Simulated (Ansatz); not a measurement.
The system is Au.

```xyz
1
Lattice="-1.6573 1.6573 1.6573 1.6573 -1.6573 1.6573 1.6573 1.6573 -1.6573" Properties=species:S:1:pos:R:3 pbc="T T T"
Au    0.0000    0.0000    0.0000
```

This isn't the form of Au at room conditions, which is fcc.

* Program: Ansatz 0.2.0
* Task: relaxation of cell and atoms
* Functional: PBEsol
* Potentials or basis: Ansatz PAW
* Cutoff: 420 eV (not typed: the program's choice for these potentials)
* k mesh: 11 × 11 × 11
* Occupations: fermi-dirac, width 0.05 eV
* Spin: no spin polarisation

At the start: volume 18.21 Å³/atom.

Question: Where does the relaxation end?

Answer: It ends after 4 steps and the volume is 17.08 Å³/atom (-6.2 %); space group Im-3m (No. 229, to 0.05 Å).

The path:
| step | energy change (eV) | largest force (eV/Å) | volume (Å³) |
| --- | --- | --- | --- |
| 1 | 0.0000 | 0.0000 | 18.21 |
| 2 | -0.0321 | 0.0000 | 17.31 |
| 3 | -0.0337 | 0.0000 | 17.08 |
| 4 | -0.0334 | 0.0000 | 17.08 |

Final structure:
```xyz
1
Lattice="-1.6225 1.6225 1.6225 1.6225 -1.6225 1.6225 1.6225 1.6225 -1.6225" Properties=species:S:1:pos:R:3 pbc="T T T"
Au    0.0000    0.0000    0.0000
```

Caveat: the plane-wave basis is chosen anew once the cell has moved, so the energies of steps on either side of that aren't comparable; the PAW data sets come from PBE, with cores solved anew for the run's functional, which leaves a small shift of forces and pressure.
